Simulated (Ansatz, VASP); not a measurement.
**One calculation of Hg, two programs**

```
Hg
1.0
    -1.86414    1.86414    1.90398
     1.86414   -1.86414    1.90398
     1.86414    1.86414   -1.90398
Hg
1
Direct
  0.50000 0.50000 0.00000
```

Change from the starting cell: volume scaled by 0.98.

Alike in both runs: task single point; functional PBE; k mesh 10 × 10 × 10; occupations fermi-dirac, width 0.05 eV; no spin polarisation.

|  | VASP | Ansatz |
| --- | --- | --- |
| version | VASP 6.6.1 | Ansatz 0.2.0 |
| potentials or method | VASP PAW PBE potentials, release 64 (Hg) | Ansatz PAW |
| plane-wave cutoff (eV) | 520 | 420 |
| valence electrons in the cell | 12 | 20 |

Ansatz gave:

| Property | Result |
| --- | --- |
| gap on the k mesh at the Fermi level (eV) | none |
| pressure (GPa) | 1.8 |
| largest component of the traceless stress (GPa) | 0.25 |

Question: Estimate VASP's values.

Answer: gap on the k mesh at the Fermi level (eV): none; pressure (GPa): 1.9; largest component of the traceless stress (GPa): 0.24.

A gap of «none» marks a metal or a gap that the smearing closes. The two sets of potentials don't hold the same shells in valence.

The runs have no spin-orbit coupling, so splittings on Hg are missing.
